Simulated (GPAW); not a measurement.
## MoS2: single point with PBE

Crystal: MoS2.

```xyz
3
Lattice="1.5800 0.9122 6.1500 -1.5800 0.9122 6.1500 0.0000 -1.8244 6.1500" Properties=species:S:1:pos:R:3 pbc="T T T"
Mo    0.0000    0.0000    0.0000
S     0.0000    0.0000    7.6936
S     0.0000    0.0000    4.6125
```

Measurements of this composition are mostly on another form, of space group No. 194.

```yaml
Program: GPAW 26.7.0
Task: single point
Functional: PBE
Potentials_or_basis: GPAW PAW data sets (gpaw-data 1.2.1)
Cutoff: 600 eV
Basis: pw
k_mesh: 10 × 10 × 10
Occupations: fermi-dirac, width 0.05 eV
Spin: no spin polarisation
```

```json
{
 "Pressure": "5.3 GPa",
 "Largest force": "0.528 eV/Å",
 "Band gap on the k mesh": "0.95 eV, indirect (least direct gap 1.94 eV)"
}
```

Forces on the atoms (eV/Å):
```
Mo   0.000  0.000  0.087
S    0.000  0.000  0.441
S    0.000  0.000 -0.528
```

Stress tensor (GPa, compression positive):
```
4.48 0.00 0.00
0.00 4.48 0.00
0.00 0.00 6.91
```

Levels at points of the mesh, in eV from the valence-band top:
```csv
k point,band 11,band 12,band 13,band 14,band 15,band 16
"(0.00, 0.00, 0.00)",-2.32,-1.26,-1.17,2.01,2.01,2.43
"(0.50, 0.00, 0.00)",-2.34,-1.67,-1.49,1.55,1.98,3.45
"(0.50, 0.50, 0.00)",-2.91,-1.85,-1.32,1.50,2.10,2.99
"(0.50, 0.50, 0.50)",-2.29,-2.29,0.00,2.11,2.11,2.30
```

Wall time 5.3 min on 1 thread of Arm Neoverse V2, with other jobs on the host, peak memory 0.35 GiB.

Caveat: the program warned that so skewed a cell can give wrong results. PBE gaps usually lie below the measured ones, often by a third to a half.
